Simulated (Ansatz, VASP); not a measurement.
Ti4C: VASP beside Ansatz

```
CELL_PARAMETERS angstrom
2.86396 0.00000 0.00000
-1.43198 2.48026 0.00000
0.00000 0.00000 22.24123
ATOMIC_POSITIONS crystal
Ti 0.66667 0.33333 0.17985
Ti 0.33333 0.66667 0.28179
Ti 0.66667 0.33333 0.38787
Ti 0.33333 0.66667 0.48294
C 0.33333 0.16667 0.53651
```

Alike in both runs: functional LDA; k mesh 9 × 9 × 1; occupations gaussian, width 0.1 eV; no spin polarisation.

Ansatz relaxed the structure, and its values are those at the end. VASP's run is a single point on that final structure, the one shown.

```csv
,VASP,Ansatz
version,VASP 6.6.1,Ansatz 0.2.0
potentials or method,"VASP PAW LDA potentials, release 64 (Ti_sv, C)","scalar-relativistic, plane waves, PAW"
plane-wave cutoff (eV),520,420
valence electrons in the cell,52,52
```

|  | VASP | Ansatz | Ansatz less VASP |
| --- | --- | --- | --- |
| gap on the k mesh at the Fermi level (eV) | none | none | - |
| rms of the force components (eV/Å) | 0.555 | 0.569 | +0.0136 |
| work function, face that differs most (eV) | 4.53 | 4.69 | +0.162 |

A gap of «none» marks a metal or a gap that the smearing closes.
